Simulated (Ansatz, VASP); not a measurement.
Given: the input of a run of Ansatz 0.2.0 on ZnSe (Stilleite).

File input.yaml:

```yaml
crystal:
  lattice:
    - [0.0, 2.8525674344, 2.8525674344]
    - [2.8525674344, 0.0, 2.8525674344]
    - [2.8525674344, 2.8525674344, 0.0]
  atoms:
    - { symbol: Se, position: [0.75, 0.75, 0.75] }
    - { symbol: Zn, position: [0.0, 0.0, 0.0] }
hamiltonian:
  xc: pbe
  pseudopotentials: { kind: paw }
  dispersion: d4
kpoints:
  mp_grid: { grid: [8, 8, 8] }
scf:
  occupations: { method: fermi_dirac, width: 0.05 }
output:
  forces: true
  stress: true
  eigenvalues: true
```

Potentials or basis: Ansatz PAW.

Launch:

```bash
$ ansatz run input.yaml --threads 2 --pin off --max-ram 5120MiB --backend cpu --events-out ev --progress --plain --runs-dir out
```

Translate it to VASP 6.6.1. Potentials there: VASP PAW PBE potentials, release 64 (Se, Zn).

As run (the cutoff follows the program's own potentials):

INCAR

```
SYSTEM = ZnSe
ALGO = Normal ; EDIFF = 1E-6
ENCUT = 520 ; GGA = PE
ISIF = 2 ; ISMEAR = -1
IVDW = 13 ; LASPH = .True.
LCHARG = .True. ; LELF = .True.
LREAL = .False. ; LVHAR = .True.
LWAVE = .False. ; NBANDS = 16
NELM = 100 ; PREC = Accurate
SIGMA = 0.05
```

KPOINTS

```
k-points
0
Gamma
  8 8 8
  0 0 0
```

Contents of POSCAR:

```
ZnSe
1.0
    0.0000000000      2.8525674344      2.8525674344
    2.8525674344      0.0000000000      2.8525674344
    2.8525674344      2.8525674344      0.0000000000
Se Zn
1 1
Direct
    0.7500000000      0.7500000000      0.7500000000
    0.0000000000      0.0000000000      0.0000000000
```

Potentials or basis: VASP PAW PBE potentials, release 64 (Se, Zn).

Command:

```bash
$ cat potpaw_PBE.64/Se/POTCAR potpaw_PBE.64/Zn/POTCAR > POTCAR
$ mpirun -np 1 vasp_std > vasp.out
```

Both were run:

|  | VASP | Ansatz | Ansatz less VASP |
| --- | --- | --- | --- |
| gap on the k mesh at the Fermi level (eV) | 1.21 | 1.21 | -0.002 |
| least direct gap on the mesh (eV) | 1.21 | 1.21 | -0.002 |
| pressure (GPa) | -1.2 | -1.5 | -0.23 |
| dispersion energy (meV/atom) | -310.2 | -310.3 | -0.15 |

The two sets of potentials don't hold the same shells in valence.
